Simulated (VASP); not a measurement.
# Bi (Im-3m) in VASP: a series of runs

The runs below take Bi through relaxation of cell and atoms, with PBEsol.

Everything below comes from runs of VASP 6.6.1. Logs are shortened: lines on timing, memory, paths and dates and some standing lists are left out, and cuts for length are marked.

## (1) Starting point

The structure is cubic, space group Im-3m (No. 229). Conventional cell: a = 3.963 Å, b = 3.963 Å, c = 3.963 Å, α = 90.00°, β = 90.00°, γ = 90.00°. Bi (site symmetry m-3m) has 8 Bi at 3.43 Å as nearest neighbours.

This isn't the form of Bi at room conditions, which is rhombohedral.

## (2) Relaxation of cell and atoms, PBEsol, target pressure 20.2 GPa, at which the enthalpy is minimised

INCAR reads:

```
SYSTEM = Bi
  ALGO = Normal
  EDIFF = 1E-7
  EDIFFG = -0.002
  ENCUT = 520
  GGA = PS
  IBRION = 2
  ISIF = 3
  ISMEAR = 0
  LASPH = .True.
  LCHARG = .False.
  LREAL = .False.
  LWAVE = .False.
  NELM = 60
  NSW = 80
  PREC = Accurate
  PSTRESS = 202.0
  SIGMA = 0.1
```

KPOINTS reads:

```
k-points
0
Gamma
  4 4 4
  0 0 0
```

POSCAR reads:

```
Bi
1.0
   -1.9814305300      1.9814305300      1.9814305300
    1.9814305300     -1.9814305300      1.9814305300
    1.9814305300      1.9814305300     -1.9814305300
Bi
1
Direct
    0.0000000000      0.0000000000      0.0000000000
```

Potentials or basis: VASP PAW PBE potentials, release 64 (Bi_d).

The run is started by

```sh
$ cat potpaw_PBE.64/Bi_d/POTCAR > POTCAR
$ mpirun -np 1 vasp_std > vasp.out
```

OUTCAR:

```text
SYSTEM = Bi
   EDIFF = 1E-7
   EDIFFG = -0.002
   ENCUT = 520
   GGA = PS
   IBRION = 2
   ISIF = 3
   ISMEAR = 0
   LASPH = .True.
   LREAL = .False.
   NELM = 60
   NSW = 80
   PREC = Accurate
   PSTRESS = 202.0

 ion  position               nearest neighbor table
   1  0.000  0.000  0.000-

  LATTYP: Found a body centered cubic cell.
 ALAT       =     3.9628610600

  Lattice vectors:

 A1 = (  -1.9814305300,   1.9814305300,   1.9814305300)
 A2 = (   1.9814305300,  -1.9814305300,   1.9814305300)
 A3 = (   1.9814305300,   1.9814305300,  -1.9814305300)

Analysis of symmetry for initial positions (statically):
=====================================================================
 Subroutine PRICEL returns:
 Original cell was already a primitive cell.

 Routine SETGRP: Setting up the symmetry group for a
 body centered cubic supercell.

 Subroutine GETGRP returns: Found 48 space group operations
 (whereof 48 operations were pure point group operations)
 out of a pool of 48 trial point group operations.

The static configuration has the point symmetry O_h .

Analysis of symmetry for dynamics (positions and initial velocities):
=====================================================================
 Subroutine PRICEL returns:
 Original cell was already a primitive cell.

 Routine SETGRP: Setting up the symmetry group for a
 body centered cubic supercell.

 Subroutine GETGRP returns: Found 48 space group operations
 (whereof 48 operations were pure point group operations)
 out of a pool of 48 trial point group operations.

The dynamic configuration has the point symmetry O_h .

 Subroutine INISYM returns: Found 48 space group operations
 (whereof 48 operations are pure point group operations),
 and found     1 'primitive' translations

----------------------------------------------------------------------------------------

                                     Primitive cell

  volume of cell :      31.1169

  direct lattice vectors                    reciprocal lattice vectors
    -1.981430530  1.981430530  1.981430530     0.000000000  0.252342937  0.252342937
     1.981430530 -1.981430530  1.981430530     0.252342937  0.000000000  0.252342937
     1.981430530  1.981430530 -1.981430530     0.252342937  0.252342937  0.000000000

  length of vectors
     3.431938350  3.431938350  3.431938350     0.356866804  0.356866804  0.356866804

  position of ions in fractional coordinates (direct lattice)
     0.000000000  0.000000000  0.000000000

  ion indices of the primitive-cell ions
   primitive index   ion index
                 1           1

----------------------------------------------------------------------------------------

 KPOINTS: k-points

Automatic generation of k-mesh.
 Grid dimensions read from file:
 generate k-points for:    4    4    4

 Generating k-lattice:

  Cartesian coordinates                     Fractional coordinates (reciprocal lattice)
     0.000000000  0.063085734  0.063085734     0.250000000  0.000000000  0.000000000
     0.063085734  0.000000000  0.063085734     0.000000000  0.250000000  0.000000000
     0.063085734  0.063085734  0.000000000     0.000000000  0.000000000  0.250000000

  Length of vectors
     0.089216701  0.089216701  0.089216701

  Shift w.r.t. Gamma in fractional coordinates (k-lattice)
     0.000000000  0.000000000  0.000000000

 Subroutine IBZKPT returns following result:
 ===========================================

 Found      8 irreducible k-points:

 Following reciprocal coordinates:
            Coordinates               Weight
  0.000000  0.000000  0.000000      1.000000
  0.250000  0.000000  0.000000     12.000000
  0.500000  0.000000  0.000000      6.000000
  0.250000  0.250000  0.000000     24.000000
  0.250000  0.250000  0.250000      2.000000
 -0.250000  0.250000  0.250000      6.000000
  0.500000  0.500000  0.250000     12.000000
  0.500000  0.500000  0.500000      1.000000
   k-points           NKPTS =      8   k-points in BZ     NKDIM =      8   number of bands    NBANDS=     11
   number of dos      NEDOS =    301   number of ions     NIONS =      1
   total plane-waves  NPLWV =  21952
   dimension x,y,z NGX =    28 NGY =   28 NGZ =   28
   dimension x,y,z NGXF=    56 NGYF=   56 NGZF=   56
   ions per type =               1
   NGX,Y,Z   is equivalent  to a cutoff of  13.56, 13.56, 13.56 a.u.
   NGXF,Y,Z  is equivalent  to a cutoff of  27.13, 27.13, 27.13 a.u.
 SYSTEM =  Bi
   PREC   = accura    normal or accurate (medium, high low for compatibility)
   ISTART =      0    job   : 0-new  1-cont  2-samecut
   ICHARG =      2    charge: 1-file 2-atom 10-const
   ISPIN  =      1    spin polarized calculation?
   LNONCOLLINEAR =      F non collinear calculations
   LSORBIT =      F    spin-orbit coupling
   LASPH  =      T    aspherical Exc in radial PAW
   ENCUT  =  520.0 eV  38.22 Ry    6.18 a.u.   6.38  6.38  6.38*2*pi/ulx,y,z
   NELM   =     60;   NELMIN=  2; NELMDL= -5     # of ELM steps
   EDIFF  = 0.1E-06   stopping-criterion for ELM
   LREAL  =      F    real-space projection
   EDIFFG = -.2E-02   stopping-criterion for IOM
   NSW    =     80    number of steps for IOM
   IBRION =      2    ionic relax: 0-MD 1-quasi-New 2-CG
   NFREE  =      1    steps in history (QN), initial steepest desc. (CG)
   ISIF   =      3    stress and relaxation
   ISYM   =      2    0-nonsym 1-usesym 2-fastsym
   POTIM  = 0.5000    time-step for ionic-motion
   TEBEG  =    0.0;   TEEND  =   0.0 temperature during run
   PSTRESS=  202.0 pullay stress
   NELECT =      15.0000    total number of electrons
   NUPDOWN=      -1.0000    fix difference up-down
   EMIN   =  10.00;   EMAX   =-10.00  energy-range for DOS
   EFERMI =   0.00;   METHOD = LEGACY
   ISMEAR =     0;   SIGMA  =   0.10  broadening in eV -4-tet -1-fermi 0-gaus
   EFERMI_NEDOS =   21; number of points for ismear=-14 and -15
   IALGO  =     38    algorithm
   IMIX   =      4    mixing-type and parameters
     AMIX     =   0.40;   BMIX     =  1.00
     AMIX_MAG =   1.60;   BMIX_MAG =  1.00
  volume/ion in A,a.u.               =      31.12       209.99
  Fermi-wavevector in a.u.,A,eV,Ry     =   1.283630  2.425708 22.418388  1.647705
  Thomas-Fermi vector in A             =   2.415871
   LORBIT       =      0    0 simple, 1 ext, 2 COOP (PROOUT), +10 PAW based schemes
   GGA     = PS    functional components
   LHFCALC =     F    Hartree Fock is set to
   AEXX    =    0.0000 exact exchange contribution
   IVDW    =     0    specifies the selected vdW correction
   LEPSILON=     F    determine dielectric tensor
   LRPA    =     F    only Hartree local field effects (RPA)
 conjugate gradient relaxation of ions
 non-spin polarized calculation
 Gauss-broadening in eV      SIGMA  =   0.10
  energy-cutoff  :      520.00
  volume of cell :       31.12
 maximum number of plane-waves:       887
 NGX is ok and might be reduce to    28
   NGX = 13   NGY = 13   NGZ = 13

--------------------------------------- Ionic step        1  -------------------------------------------

 number of electron      14.9999994 magnetization

 Free energy of the ion-electron system (eV)
  ---------------------------------------------------
  ext. energy  EPLUGINS =         0.00000000
  ---------------------------------------------------
  free energy    TOTEN  =        -4.07742923 eV

  energy without entropy =       -4.06895290  energy(sigma->0) =       -4.07319107

 E-fermi :   7.1997     XC(G=0): -10.4457

 val. band max:        6.9645880008   @ k =   0.2500   0.0000   0.0000
 cond. band min:       7.2472740057   @ k =   0.5000   0.5000   0.2500
 fundamental gap:      0.2826860049
 Fermi energy:         7.1996788240

 k-point     1 :       0.0000    0.0000    0.0000
  band No.  band energies     occupation
      1     -15.2098      2.00000
      2     -15.2098      2.00000
      3     -15.2098      2.00000
      4     -15.0736      2.00000
      5     -15.0736      2.00000
      6      -5.7939      2.00000
      7      12.8562      0.00000
      8      12.8562      0.00000
      9      12.8562      0.00000
     10      16.8335      0.00000
     11      18.2163      0.00000
[... 198 lines left out ...]
  FREE ENERGIE OF THE ION-ELECTRON SYSTEM (eV)
  ---------------------------------------------------
  free  energy   TOTEN  =        -3.8143331389 eV

  energy  without entropy=       -3.8018867434  energy(sigma->0) =       -3.80810994

  enthalpy is  TOTEN    =        -0.6843934795 eV   P V=        3.1299396594

[... ionic steps 4 to 13 ...]

--------------------------------------- Ionic step       14  -------------------------------------------

 number of electron      14.9999997 magnetization

------------------------ aborting loop because EDIFF is reached ----------------------------------------

  FORCE on cell =-STRESS in cart. coord.  units (eV):
  Direction    XX          YY          ZZ          XY          YZ          ZX
  --------------------------------------------------------------------------------------
  -------------------------------------------------------------------------------------
  Total        2.9916315      2.9916315      2.9916315      0.0000000      0.0000000      0.0000000
  in kB      199.6731767    199.6731767    199.6731767      0.0000000      0.0000000      0.0000000
  external PRESSURE =      -2.3268233 kB  Pullay stress =     202.0000000 kB
[... 59 lines left out ...]
  enthalpy is  TOTEN    =        -0.6974518901 eV   P V=        3.0208302506

--------------------------------------- Ionic step       16  -------------------------------------------

 number of electron      14.9999997 magnetization

 Free energy of the ion-electron system (eV)
  ---------------------------------------------------
  ext. energy  EPLUGINS =         0.00000000
  ---------------------------------------------------
  free energy    TOTEN  =        -3.71911237 eV

  energy without entropy =       -3.70971662  energy(sigma->0) =       -3.71441450

 E-fermi :  10.9591     XC(G=0): -11.7528

 val. band max:       10.9138814157   @ k =   0.2500   0.0000   0.0000
 cond. band min:      11.0994453761   @ k =  -0.2500   0.2500   0.2500
 fundamental gap:      0.1855639604
 Fermi energy:        10.9590608970

 k-point     1 :       0.0000    0.0000    0.0000
  band No.  band energies     occupation
      1     -11.9014      2.00000
      2     -11.9014      2.00000
      3     -11.9014      2.00000
      4     -11.6105      2.00000
      5     -11.6105      2.00000
      6      -4.2809      2.00000
      7      18.7113      0.00000
      8      18.7113      0.00000
      9      18.7113      0.00000
     10      21.8295      0.00000
     11      21.8295      0.00000
[... 124 lines left out ...]
  FREE ENERGIE OF THE ION-ELECTRON SYSTEM (eV)
  ---------------------------------------------------
  free  energy   TOTEN  =        -3.7191123713 eV

  energy  without entropy=       -3.7097166237  energy(sigma->0) =       -3.71441450

  enthalpy is  TOTEN    =        -0.6974525772 eV   P V=        3.0216597941

 reached required accuracy - stopping structural energy minimisation
```

Run time: 25 s. Hardware: 1 thread of Intel Xeon 6975P-C (Granite Rapids), shared host; peak memory 0.17 GiB.

Results:

```
Free energy                                            : -3.7191 eV
Relaxed volume                                         : 23.97 Å³/atom
Relaxed cell                                           : a = 3.146 Å, b = 3.146 Å, c = 3.146 Å, α = 109.47°, β = 109.47°, γ = 109.47°
Space group after relaxing (to 0.05 Å)                 : Im-3m (No. 229)
Energy change on relaxing (the enthalpy is what falls) : +358.3 meV/atom
Ionic steps                                            : 16
Pressure after relaxing                                : 20.2 GPa
Band gap on the k mesh                                 : none (metal or under the smearing width)
```

Step by step:
| step | energy change (eV) | largest force (eV/Å) | pressure (GPa) | volume (Å³) |
| --- | --- | --- | --- | --- |
| 1 | 0.0000 | 0.0000 | -0.58 | 31.12 |
| 2 | 3.5673 | 0.0000 | 151.08 | 16.25 |
| 3 | 0.2631 | 0.0000 | 15.52 | 24.83 |
| 4 | 0.3160 | 0.0000 | 18.14 | 24.32 |
| 5 | 0.3604 | 0.0000 | 20.30 | 23.95 |
| 6 | 0.3441 | 0.0000 | 19.51 | 24.08 |
| 7 | 0.3451 | 0.0000 | 19.56 | 24.07 |
| 8 | 0.3481 | 0.0000 | 19.70 | 24.05 |
| 9 | 0.3481 | 0.0000 | 19.69 | 24.05 |
| 10 | 0.3483 | 0.0000 | 19.70 | 24.05 |
| 11 | 0.3486 | 0.0000 | 19.71 | 24.04 |
| 12 | 0.3493 | 0.0000 | 19.76 | 24.04 |
| 13 | 0.3507 | 0.0000 | 19.84 | 24.03 |
| 14 | 0.3535 | 0.0000 | 19.97 | 24.00 |
| 15 | 0.3591 | 0.0000 | 20.24 | 23.96 |
| 16 | 0.3583 | 0.0000 | 20.20 | 23.97 |

Final structure:
```
Bi
1.0
    -1.81627    1.81627    1.81627
     1.81627   -1.81627    1.81627
     1.81627    1.81627   -1.81627
Bi
1
Direct
  0.00000 0.00000 0.00000
```

Caveat: the k mesh is coarse (spacing up to 0.56 Å⁻¹), so the values aren't converged; the cell is relaxed towards a set pressure, so the enthalpy falls and the energy may rise; the volume moved by over 15 % at a fixed basis, so the end points are rough; the PAW data sets were made with another functional, which shifts forces and pressure a little; spin-orbit coupling is left out, which moves the levels of the heavy elements.

## (3) Relaxation of cell and atoms, PBEsol, target pressure 20.2 GPa, at which the enthalpy is minimised

This run uses another cell than the first one, of 23.97 Å³/atom, 0.770 times its volume.

INCAR is that of step 2.

KPOINTS is that of step 2.

POSCAR reads:

```
Bi                                      
1.0
   -1.8162749611      1.8162749611      1.8162749611
    1.8162749611     -1.8162749611      1.8162749611
    1.8162749611      1.8162749611     -1.8162749611
  Bi            
     1
Direct
     0.0000000000000000    0.0000000000000000    0.0000000000000000
```

Potentials or basis: VASP PAW PBE potentials, release 64 (Bi_d).

The run is started by

```sh
$ cat potpaw_PBE.64/Bi_d/POTCAR > POTCAR
$ mpirun -np 1 vasp_std > vasp.out
```

It took 4.2 s on 1 thread of Intel Xeon 6975P-C (Granite Rapids), shared host; peak memory 0.13 GiB.

Results (log left out):

```yaml
Free_energy: -3.7140 eV
Relaxed_volume: 23.95 Å³/atom
Relaxed_cell: a = 3.145 Å, b = 3.145 Å, c = 3.145 Å, α = 109.47°, β = 109.47°, γ = 109.47°
Space_group_after_relaxing_to_0.05_Å: Im-3m (No. 229)
Energy_change_on_relaxing_the_enthalpy_is_what_falls: +2.1 meV/atom
Ionic_steps: 3
Pressure_after_relaxing: 20.2 GPa
Band_gap_on_the_k_mesh: none (metal or under the smearing width)
```

The path:
```tsv
step	energy change (eV)	largest force (eV/Å)	pressure (GPa)	volume (Å³)
1	0.0000	0.0000	20.10	23.97
2	0.0063	0.0000	20.41	23.92
3	0.0021	0.0000	20.20	23.95
```

Final structure:
```cif
data_structure
_symmetry_space_group_name_H-M 'P 1'
_symmetry_Int_Tables_number 1
_cell_length_a 3.1452
_cell_length_b 3.1452
_cell_length_c 3.1452
_cell_angle_alpha 109.471
_cell_angle_beta 109.471
_cell_angle_gamma 109.471
_cell_volume 23.95
loop_
_atom_site_label
_atom_site_type_symbol
_atom_site_fract_x
_atom_site_fract_y
_atom_site_fract_z
_atom_site_occupancy
Bi1 Bi 0.00000 0.00000 0.00000 1
```

Levels at points of the mesh, in eV from the Fermi level:
| k point | band 3 | band 4 | band 5 | band 6 | band 7 | band 8 | band 9 | band 10 | band 11 |
| --- | --- | --- | --- | --- | --- | --- | --- | --- | --- |
| (0.00, 0.00, 0.00) | -22.86 | -22.57 | -22.57 | -15.25 | 7.76 | 7.76 | 7.76 | 10.87 | 10.87 |
| (0.50, 0.00, 0.00) | -22.59 | -22.58 | -22.38 | -10.45 | -6.35 | 2.57 | 4.53 | 7.58 | 8.85 |
| (0.50, 0.50, 0.50) | -22.43 | -22.43 | -22.43 | -6.92 | -2.02 | -2.02 | -2.02 | 3.78 | 3.78 |

Caveat: the k mesh is coarse (spacing up to 0.61 Å⁻¹), so the values aren't converged; the cell is relaxed towards a set pressure, so the enthalpy falls and the energy may rise; the PAW data sets were made with another functional, which shifts forces and pressure a little; spin-orbit coupling is left out, which moves the levels of the heavy elements.
